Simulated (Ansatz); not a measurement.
Runs of Ansatz 0.2.0 on Se. Symmetry: P3_121, No. 152, trigonal system. Conventional cell: a = 4.366 Å, b = 4.366 Å, c = 4.954 Å, α = 90.00°, β = 90.00°, γ = 120.00°. Se (site symmetry 2) is surrounded by 2 Se at 2.37 Å. 

| task | level | potentials or basis | spin | cell | k mesh | cutoff (eV) | smearing | points for each segment of the path | other keys | gap on the mesh (eV) | pressure (GPa) | largest force (eV/Å) |
| --- | --- | --- | --- | --- | --- | --- | --- | --- | --- | --- | --- | --- |
| density of states | rPW86-PBE+D4 | JTH PAW | off | cell strained at random at fixed volume | 6 × 6 × 4 | 270 | fixed | - | - | 0.92 | 3.0 | 1.03 |
| electron localisation function | r2SCAN0 | Ansatz PAW | off | as given | 5 × 5 × 4 | 500 | methfessel-paxton 0.1 eV | - | - | (b) | -0.1 | (a) |
| projected density of states | B3LYP5 | Ansatz PAW | off | as given | 5 × 5 × 4 | 420 | methfessel-paxton 0.15 eV | - | - | 2.41 | (c) | 0.15 |
| electrostatic potential | exchange-only PBE | Ansatz PAW | SOC, no magnetisation | as given | 7 × 7 × 6 | 420 | fermi-dirac 0.1 eV | - | scf.eigensolver.kind = davidson; basis.precision = f64 | 1.21 | 11.3 | 1.06 |
| band structure | BPBE | PseudoDojo standard (PBE files) | SOC, no magnetisation | cell strained at random at fixed volume | 6 × 5 × 4 | 1170 | fermi-dirac 0.025 eV | 14 | scf.algorithm = direct_min; scf.n_extra_bands = 4 | 1.06 | 2.7 | 0.55 |

Fill in the values left out.

(a) 0.37; (b) 2.82; (c) 4.0.

Caveats: odd divisions of the mesh miss points on the zone boundary, where band edges often lie, so the gap on the mesh can be too wide (some runs); the PAW data sets come from PBE, with cores solved anew for the run's functional, which leaves a small shift of forces and pressure (some runs); the potentials were made for another functional, which shifts forces and pressure (some runs); the thresholds are loose for stress (some runs); forces of over 1 eV/Å show positions far from the minimum, so gaps and moduli don't describe the material at rest (some runs).

A k mesh can miss the band edges, and rows without SOC leave out spin-orbit coupling on Se.

The runs don't all hold the same shells in valence.
